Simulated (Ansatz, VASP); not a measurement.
**BAsH (armchair BAs ribbon N=4 H edges) in two plane-wave programs**

One calculation is typed for both programs; each brings its own data sets. How far apart do they land? The structure shown is the start of the Ansatz relaxation below; VASP solves that cell, so the two are compared at the walk's first step.

Method: plane waves, with VASP 6.6.1 beside it; single point at PBE, in Ansatz 0.2.0.

## Step 1: Starting point

The cell holds 12 atoms: 4 B, 4 As and 4 H. Cell: a = 14.690 Å, b = 7.000 Å, c = 5.880 Å, α = 90.0°, β = 90.0°, γ = 90.0°. Vacuum lies along a and b. The structure's axis is c.

## Step 2: Ansatz: relaxation, PBE

Ansatz runs on its default PAW (the set named soft_2) files.

The two programs are compared at the cell with which this relaxation starts, whose forces are those of its first step.

input.yaml reads:

```yaml
crystal:
  lattice:
    - [14.69, 0.0, 0.0]
    - [0.0, 7.0, 0.0]
    - [0.0, 0.0, 5.88]
  atoms:
    - { symbol: B, position: [0.326687414, 0.5, 0.0] }
    - { symbol: B, position: [0.55778473, 0.5, 0.0] }
    - { symbol: As, position: [0.326687414, 0.5, 0.333333333] }
    - { symbol: As, position: [0.55778473, 0.5, 0.333333333] }
    - { symbol: H, position: [0.741129795, 0.5, 0.402210884] }
    - { symbol: H, position: [0.238257318, 0.5, 0.460884354] }
    - { symbol: B, position: [0.442236072, 0.5, 0.5] }
    - { symbol: B, position: [0.673333389, 0.5, 0.5] }
    - { symbol: As, position: [0.442236072, 0.5, 0.833333333] }
    - { symbol: As, position: [0.673333389, 0.5, 0.833333333] }
    - { symbol: H, position: [0.258891007, 0.5, 0.902210884] }
    - { symbol: H, position: [0.761763484, 0.5, 0.960884354] }
kpoints:
  mp_grid: { grid: [1, 1, 14] }
scf:
  occupations: { method: fermi_dirac, width: 0.05 }
hamiltonian:
  xc: pbe
relax:
  cell: { fix: [a, b, alpha, beta, gamma] }
  max_steps: 60
```

On the command line:

```
ansatz run input.yaml --threads 8 --pin off --max-ram 16384MiB --backend cpu --events-out ev --progress --plain --runs-dir out
```

Numbers of over 12 decimals in the logs are rounded to 6 here.

What it wrote:

```text
Engine: ansatz 0.2.0, x86_64-unknown-linux-gnu
Pseudopotentials: kind: paw
Pseudopotential: B, paw, valence charge 3, recommended cutoff 420 eV (normal), B.paw.azcp
Pseudopotential: As, paw, valence charge 15, recommended cutoff 420 eV (normal), As.paw.azcp
Pseudopotential: H, paw, valence charge 1, recommended cutoff 420 eV (normal), H.paw.azcp
Functional definition: PBE
  parameter kappa = 0.804
  parameter beta = 0.066725
  exchange = pbe_x(kappa = kappa, mu = beta*pi^2/3)
  correlation = pbe_c(beta = beta)
Crystal: 12 atoms, lattice volume = 604.640 Å³
Basis set: ecut = 420 eV, 11805 PW (Γ), exchange–correlation on 200×96×80 points (8 copies of the dense FFT grid, shifted against one another)
Bands: 50, of which v1, the nominal top of the filled ones, is band 38 counted from 1 (37 counted from 0)
Symmetry: 4 space group operations
Space group: Pmc21 (ITA 26), of the structure as read, at distance tolerance 8.5e-5 Å
k-points: 8 of 14 (time reversal used)
Non-local potential: B, projectors of the file, l = 0: 2, l = 1: 2, l = 2: 1
Non-local potential: As, projectors of the file, l = 0: 2, l = 1: 2, l = 2: 3, l = 3: 1
Non-local potential: H, projectors of the file, l = 0: 2, l = 1: 1
PAW form: soft (Blöchl's): semilocal exchange-correlation on the pseudo side does not see the compensation charge
PAW one-centre angular grid: B, 110 points (default); XC on 64 Gauss nodes
PAW one-centre angular grid: As, 590 points (default); XC on 64 Gauss nodes
PAW one-centre angular grid: H, 110 points (default); XC on 64 Gauss nodes
Initial density: superposition of atomic densities (neutral atoms: chi_scale 0, normalization atom), corrected by the library's trained network
Initial wavefunctions: pseudopotential atomic-orbital guess
Functional: x = pbe(κ = 0.804, μ = 0.219515), c = pbe(β = 0.066725)
SCF iter   1: F=—  HF=-20107.815879 eV  |F-HF|=—  |Δ(HF+E_count)|=         —  Δρ=1.61e-3  dr2=3.32e-2  ethr=1.77e-3  ⟨swp⟩=7.4  Hψ=1733  notcnv=0  defer=9
preconditioner: auto → Resta (q_TF=auto, 1.931 Å⁻¹)  ε∞=1.9  [insulator: Δε(μ)=1.627 eV  Ē_g=9.582 eV  σ=0.050 eV  W_gap=1.00  n_scr=70 (ndim 8)  ℏωp=9.1 eV  f_vac=0.650  D(μ)=0.00/eV (n_scr^D=0)  ε∞_Penn≈1.9  vacuum switching on, ρ_ref=6.7e-3 e/Å³]
SCF iter   2: F=—  HF=-20107.827841 eV  |F-HF|=—  |Δ(HF+E_count)|=   1.20e-2  Δρ=8.00e-4  dr2=5.73e-3  ethr=4.37e-5  ⟨swp⟩=3.0  Hψ=612  notcnv=0  defer=45
SCF iter   3: F=—  HF=-20107.832011 eV  |F-HF|=—  |Δ(HF+E_count)|=   4.17e-3  Δρ=3.51e-4  dr2=1.50e-3  ethr=7.54e-6  ⟨swp⟩=3.0  Hψ=621  notcnv=0  defer=45
SCF iter   4: F=—  HF=-20107.833215 eV  |F-HF|=—  |Δ(HF+E_count)|=   1.20e-3  Δρ=1.23e-4  dr2=2.38e-4  ethr=1.97e-6  ⟨swp⟩=2.1  Hψ=500  notcnv=0  defer=45
SCF iter   5: F=—  HF=-20107.833230 eV  |F-HF|=—  |Δ(HF+E_count)|=   1.55e-5  Δρ=4.10e-5  dr2=1.68e-5  ethr=3.13e-7  ⟨swp⟩=2.0  Hψ=475  notcnv=0  defer=45
SCF iter   6: F=—  HF=-20107.833155 eV  |F-HF|=—  |Δ(HF+E_count)|=   7.57e-5  Δρ=1.28e-5  dr2=9.36e-7  ethr=2.21e-8  ⟨swp⟩=2.0  Hψ=508  notcnv=0  defer=45
SCF iter   7: F=—  HF=-20107.833159 eV  |F-HF|=—  |Δ(HF+E_count)|=   3.94e-6  Δρ=4.24e-6  dr2=1.23e-7  ethr=1.23e-9  ⟨swp⟩=2.0  Hψ=667  notcnv=0  defer=45
SCF iter   8: F=-20107.833159 eV  HF=-20107.833159 eV  |F-HF|=2.04e-8  |Δ(HF+E_count)|=   2.97e-7  Δρ=1.38e-6  dr2=9.47e-9  ethr=1.32e-10  ⟨swp⟩=5.0  Hψ=1230  notcnv=0
SCF 1 converged in 8 iterations: F = -20107.833159 eV  dr2 = 9.47e-9
  greatest PAW one-centre occupation: 0.999 electrons in one spin orbital (limit 2), on the As atom at site 9 (counted from 0), in its partial waves of l = 2
relax step   1: F+E_penalty+E_count = -20107.83315883 eV  Δ(F+E_penalty+E_count) = +0.000e0 eV  max|allowed force component| = 1.211e0 eV/Å  Δτ_max = 0.0000 Å  P = -0.168 GPa  Ω = 604.640 Å³  fix = [a, b, alpha, beta, gamma]  reactions: a -0.219, b +0.311 GPa  (8 SCF iters, dr2 threshold 1.00e-7 eV, accepted)
[...]
relax step   2: F+E_penalty+E_count = -20107.97795768 eV  Δ(F+E_penalty+E_count) = -1.448e-1 eV  max|allowed force component| = 4.850e-1 eV/Å  Δτ_max = 0.0980 Å  P = +0.020 GPa  Ω = 608.044 Å³  energy of the carried Pulay correction = -6.798e-4 eV  fix = [a, b, alpha, beta, gamma]  reactions: a +0.177, b +0.301 GPa  (6 SCF iters, dr2 threshold 1.20e-6 eV, accepted)
[...]
relax step   3: F+E_penalty+E_count = -20107.99783746 eV  Δ(F+E_penalty+E_count) = -1.988e-2 eV  max|allowed force component| = 8.105e-2 eV/Å  Δτ_max = 0.0266 Å  P = +0.079 GPa  Ω = 605.893 Å³  energy of the carried Pulay correction = -2.506e-4 eV  fix = [a, b, alpha, beta, gamma]  reactions: a -0.013, b +0.300 GPa  (6 SCF iters, dr2 threshold 1.20e-6 eV, accepted)
[...]
relax step   4: F+E_penalty+E_count = -20107.99856812 eV  Δ(F+E_penalty+E_count) = -7.307e-4 eV  max|allowed force component| = 9.724e-3 eV/Å  Δτ_max = 0.0077 Å  P = +0.104 GPa  Ω = 605.711 Å³  energy of the carried Pulay correction = -2.144e-4 eV  fix = [a, b, alpha, beta, gamma]  reactions: a +0.010, b +0.300 GPa  (5 SCF iters, dr2 threshold 4.11e-7 eV, accepted)
[...]
relax step   5: F+E_penalty+E_count = -20107.99878059 eV  Δ(F+E_penalty+E_count) = -2.125e-4 eV  max|allowed force component| = 9.705e-3 eV/Å  Δτ_max = 0.0000 Å  P = +0.104 GPa  Ω = 605.711 Å³  fix = [a, b, alpha, beta, gamma]  reactions: a +0.008, b +0.300 GPa  stress off target by 3.02e-3 GPa on what of the cell is left free  SCF on the basis re-selected at this cell (its energy is not comparable with the rows above)  (5 SCF iters)
basis re-selected at this cell: Δ(F+E_penalty+E_count) = -2.125e-4 eV, ΔP = -0.000 GPa vs the last step (what re-selecting the basis moved, of the pressure what is left beyond the Pulay correction that the steps carried, after the strain that the cell walked since its last selection, with what the two solves' SCF thresholds leave and, on support functions, any second-order correction that the steps lacked; it is no m [...]
SCF converged after 5 iterations
Free energy (F): -20107.998781 eV
Harris-Foulkes:  -20107.998780 eV  (|F-HF|=1.59e-7)
Internal energy: -20107.998781 eV  (E = F + TS)
E sigma→0 (E₀):  -20107.998781 eV
Entropy (-TS):   -0.000000 eV (-0.000 meV/atom)
Fermi energy:    -1.256259 eV
--- Per-component energies (eV) ---
  E_band       = -1760.973838
  E_kinetic    = 650.130103
  E_local      = -22663.275241  (includes V_loc(G=0)·N_el)
  E_nonlocal   = -2623.506407
  E_hartree    = 11237.463000
  E_xc         = -473.269984
  E_vxc        = -505.118409  (∫ρ·V_xc dr)
  E_paw        = -7662.942674  (= ΣΔE_a)
  E_vpaw       = 905.875611  (= ΣTr[D̂ρ^β])
  E_aug_tail   = -0.004952  (compensation charges beyond the density's cutoff)
  E_ewald      = 1427.407374
  E_smearing   = -0.000000  (= −TS)
  E_closure    = 0.000000  (closes the sum)
  Σ components = -20107.998781   (vs F -20107.998781, Δ=0.00e0)
--- Forces (eV/Å), atoms counted from 1 ---
  atom   1  B     -0.00970501    -0.00000000    -0.00441546
  atom   2  B     -0.00581460    -0.00000000    -0.00128977
  atom   3  As    -0.00430532    -0.00000000     0.00065010
  atom   4  As     0.00185686     0.00000000     0.00394906
  atom   5  H     -0.00061452    -0.00000000     0.00025207
  atom   6  H      0.00334306     0.00000000     0.00085399
  atom   7  B      0.00581460     0.00000000    -0.00128977
  atom   8  B      0.00970501     0.00000000    -0.00441546
  atom   9  As    -0.00185686    -0.00000000     0.00394906
  atom  10  As     0.00430532     0.00000000     0.00065010
  atom  11  H      0.00061452     0.00000000     0.00025207
  atom  12  H     -0.00334306    -0.00000000     0.00085399
  max |Σ_I F_I| component: 1.93e-8 eV/Å
--- Stress (GPa, compression-positive) ---
        0.007975       0.000000       0.000000
        0.000000       0.299944      -0.000000
        0.000000      -0.000000       0.003020
  P = ⅓ Tr σ = 0.1036 GPa (1.036 kbar)
--- Relaxed structure (4 steps of the walk, 4 accepted, 1 SCFs on fresh bases) ---
  F+E_penalty+E_count = -20107.99878059 eV   max|allowed force component| = 9.705e-3 eV/Å   (the final SCF, on the basis selected at the relaxed cell)
  cell:  # Å, volume = 605.7114 Å³
    - [14.69, 0, 0]
    - [0, 7.0, 0]
    - [0, 0, 5.890416]
  atoms:
    - { symbol: B, position: [0.326527, 0.5, 0.00210326] }
    - { symbol: B, position: [0.556657, 0.5, 0.00467966] }
    - { symbol: As, position: [0.332405, 0.5, 0.325442] }
    - { symbol: As, position: [0.558130, 0.5, 0.337939] }
    - { symbol: H, position: [0.744858, 0.5, 0.405309] }
    - { symbol: H, position: [0.244157, 0.5, 0.454289] }
    - { symbol: B, position: [0.443364, 0.5, 0.504680] }
    - { symbol: B, position: [0.673494, 0.5, 0.502103] }
    - { symbol: As, position: [0.441891, 0.5, 0.837939] }
    - { symbol: As, position: [0.667616, 0.5, 0.825442] }
    - { symbol: H, position: [0.255163, 0.5, 0.905309] }
    - { symbol: H, position: [0.755864, 0.5, 0.954289] }
```

## Step 3: VASP: single point, PBE, start cell

The same cell, functional, mesh and smearing now go to VASP, with its own data sets.

Lines of VASP's logs that name or quote its potential files are left out, and so is its time.

INCAR reads:

```
SYSTEM = BAsH
PREC = Accurate
ENCUT = 420
EDIFF = 1E-06
NELM = 120
ISMEAR = -1
SIGMA = 0.05
LREAL = .FALSE.
ALGO = Normal
GGA = PE
NBANDS = 30
LORBIT = 11
LWAVE = .FALSE.
LCHARG = .FALSE.
ISIF = 2
LASPH = .TRUE.
GGA_COMPAT = .FALSE.
EFERMI = MIDGAP
KPAR = 2
```

POSCAR reads:

```
BAsH
1.0
   14.6900000000      0.0000000000      0.0000000000
    0.0000000000      7.0000000000      0.0000000000
    0.0000000000      0.0000000000      5.8800000000
B As H
4 4 4
Direct
    0.3266874064      0.5000000000      0.0000000000
    0.5577847515      0.5000000000      0.0000000000
    0.4422360790      0.5000000000      0.5000000000
    0.6733333560      0.5000000000      0.5000000000
    0.3266874064      0.5000000000      0.3333333333
    0.5577847515      0.5000000000      0.3333333333
    0.4422360790      0.5000000000      0.8333333333
    0.6733333560      0.5000000000      0.8333333333
    0.7411298162      0.5000000000      0.4022108844
    0.2382573179      0.5000000000      0.4608843537
    0.2588910143      0.5000000000      0.9022108844
    0.7617635126      0.5000000000      0.9608843537
```

KPOINTS reads:

```
Automatic mesh
0
Gamma
1 1 14
0 0 0
```

Potentials, in the order of the species: B, As and H (PBE family, release 64).

On the command line:

```
mpirun -np 2 vasp_std
```

What it wrote:

```text
[banner, memory and clock lines left out]
running    2 mpi-ranks, on    1 nodes
 distrk:  each k-point on    1 cores,    2 groups
 distr:  one band on    1 cores,    1 groups

 POSCAR found type information on POSCAR B AsH
 POSCAR found :  3 types and      12 ions
 LDA part: xc-table for (Slater+PW92), standard interpolation
 POSCAR, INCAR and KPOINTS ok, starting setup
 FFT: planning ... GRIDC
 FFT: planning ... GRID_SOFT
 FFT: planning ... GRID
 WAVECAR not read
 entering main loop
       N       E                     dE             d eps       ncg     rms          rms(c)
DAV:   1     0.195576742623E+03    0.19558E+03   -0.10152E+04   480   0.714E+02
DAV:   2    -0.290378588019E+02   -0.22461E+03   -0.21652E+03   714   0.150E+02
DAV:   3    -0.588571970426E+02   -0.29819E+02   -0.29659E+02   634   0.622E+01
DAV:   4    -0.595533303859E+02   -0.69613E+00   -0.69430E+00   670   0.109E+01
DAV:   5    -0.595655535143E+02   -0.12223E-01   -0.12216E-01   654   0.122E+00    0.116E+01
DAV:   6    -0.558686175468E+02    0.36969E+01   -0.12384E+01   594   0.113E+01    0.615E+00
DAV:   7    -0.552940739489E+02    0.57454E+00   -0.14960E+00   672   0.520E+00    0.273E+00
DAV:   8    -0.550868243257E+02    0.20725E+00   -0.38979E-01   636   0.219E+00    0.560E-01
DAV:   9    -0.550711200512E+02    0.15704E-01   -0.26258E-02   660   0.607E-01    0.297E-01
DAV:  10    -0.550651018281E+02    0.60182E-02   -0.80726E-03   598   0.400E-01    0.101E-01
DAV:  11    -0.550652307748E+02   -0.12895E-03   -0.18996E-03   648   0.179E-01    0.831E-02
DAV:  12    -0.550673785753E+02   -0.21478E-02   -0.23091E-03   524   0.184E-01    0.370E-02
DAV:  13    -0.550677087101E+02   -0.33013E-03   -0.19625E-04   608   0.696E-02    0.317E-02
DAV:  14    -0.550694540817E+02   -0.17454E-02   -0.16469E-04   606   0.587E-02    0.129E-02
DAV:  15    -0.550705022335E+02   -0.10482E-02   -0.77329E-05   614   0.393E-02    0.123E-02
DAV:  16    -0.550710266471E+02   -0.52441E-03   -0.57409E-05   578   0.282E-02    0.555E-03
DAV:  17    -0.550710990866E+02   -0.72439E-04   -0.87722E-06   614   0.110E-02    0.334E-03
DAV:  18    -0.550711310511E+02   -0.31965E-04   -0.42838E-06   564   0.766E-03    0.848E-04
DAV:  19    -0.550711371792E+02   -0.61281E-05   -0.52560E-07   468   0.264E-03    0.673E-04
DAV:  20    -0.550711401161E+02   -0.29369E-05   -0.23588E-07   472   0.153E-03    0.346E-04
DAV:  21    -0.550711419657E+02   -0.18497E-05   -0.15601E-07   426   0.107E-03    0.118E-04
DAV:  22    -0.550711424789E+02   -0.51311E-06   -0.33272E-08   476   0.568E-04
   1 F= -.55071142E+02 E0= -.55071142E+02  d E =-.395832E-07
```

(Part 1 of 2 ends here.)

[Lines on the potential files, build, host, timing and source positions are cut from VASP's logs without a mark.]

[Logs are printed without paths, hosts, clocks, repeated set-up lines and the standing remarks that a program may print on its own settings, such as how far it seeks lower states.]

[Hosts, paths, dates, database ids (printed as entryN), source tags and the programs' standing remarks are cut or masked in the printed files.]
